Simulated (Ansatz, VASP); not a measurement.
## B: VASP beside Ansatz

```xyz
3
Lattice="2.5217 0.0000 0.0000 -1.2608 2.1838 0.0000 0.0000 0.0000 3.8485" Properties=species:S:1:pos:R:3 pbc="T T T"
B    -0.6304    1.0919    1.2828
B     0.6304    1.0919    2.5657
B     1.2608    0.0000    0.0000
```

Alike in both runs: functional PBE; k mesh 24 × 24 × 12; occupations gaussian, width 0.1 eV; no spin polarisation.

Ansatz relaxed the structure, and its values are those at the end. VASP's run is a single point on that final structure, the one shown.

|  | VASP | Ansatz |
| --- | --- | --- |
| version | VASP 6.6.1 | Ansatz 0.2.0 |
| potentials or method | VASP PAW PBE potentials, release 64 (B) | scalar-relativistic, plane waves, PAW |
| plane-wave cutoff (eV) | 520 | 420 |
| valence electrons in the cell | 9 | 9 |

```csv
,VASP,Ansatz,Ansatz less VASP
gap on the k mesh at the Fermi level (eV),none,none,-
pressure (GPa),0.0,0.0,-0.03
```

A gap of «none» marks a metal or a gap that the smearing closes. With one functional, cell and mesh, what is left measures potentials, basis and numerics.
